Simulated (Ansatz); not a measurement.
Input and command of a plane-wave DFT calculation in Ansatz:

```yaml
crystal:
  lattice:
    - [-1.6372325, 1.6372325, 1.6372325]
    - [1.6372325, -1.6372325, 1.6372325]
    - [1.6372325, 1.6372325, -1.6372325]
  atoms:
    - { symbol: W, position: [0.0, 0.0, 0.0] }
basis:
  ecutwfc: 420
kpoints:
  mp_grid: { grid: [20, 20, 20] }
hamiltonian:
  xc: pbe
scf:
  occupations: { method: gaussian, width: 0.15 }
output:
  forces: true
  stress: true
  eigenvalues: true
```

```bash
ansatz run input.yaml --threads 1 --pin off --max-ram 2560MiB --backend cpu --events-out ev --progress --plain --runs-dir out
```

Processor: Arm Neoverse V1, 1 thread, on a host shared with other jobs.

**Question.** Estimate time, memory and problem size.

**Answer.** About 2.8 s on 1 thread of Arm Neoverse V1, on a shared host, peak memory 0.32 GiB. It solves 11 bands at 256 k points (the mesh reduced by symmetry) with about 321 plane waves, in 6 SCF iterations.
